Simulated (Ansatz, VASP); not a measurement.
# Two plane-wave programs on In

```
CELL_PARAMETERS angstrom
4.62965 0.00000 0.00000
0.00000 7.67515 0.00000
0.00000 0.00000 3.45201
ATOMIC_POSITIONS crystal
In 0.02050 0.25000 0.63480
In 0.97950 0.75000 0.36520
In 0.47950 0.75000 0.13480
In 0.52050 0.25000 0.86520
```

Alike in both runs: task relaxation of cell and atoms; functional PBE; k mesh 4 × 2 × 6; occupations gaussian, width 0.1 eV; no spin polarisation.

|  | VASP | Ansatz |
| --- | --- | --- |
| version | VASP 6.6.1 | Ansatz 0.2.0 |
| potentials or method | VASP PAW PBE potentials, release 64 (In_d) | scalar-relativistic, plane waves, PAW |
| plane-wave cutoff (eV) | 600 | 420 |
| valence electrons in the cell | 52 | 52 |

Ansatz gave:

| Item | Value |
| --- | --- |
| gap on the k mesh at the Fermi level, each at its own relaxed structure (eV) | none |
| relaxed volume (Å³/atom) | 27.67 |
| relaxed cell length with the largest relative difference (Å) | 3.724 |
| energy change over the relaxation (meV/atom) | -944 |

**Question.** Estimate VASP's values.

**Answer.** gap on the k mesh at the Fermi level, each at its own relaxed structure (eV): none; relaxed volume (Å³/atom): 28.41; relaxed cell length with the largest relative difference (Å): 3.294; energy change over the relaxation (meV/atom): -887.

A gap of «none» marks a metal or a gap that the smearing closes. One of these differences is far larger than is usual between the two programs; its cause wasn't traced.

Caveats: the k mesh is coarse (spacing up to 0.41 Å⁻¹), so the values aren't converged.
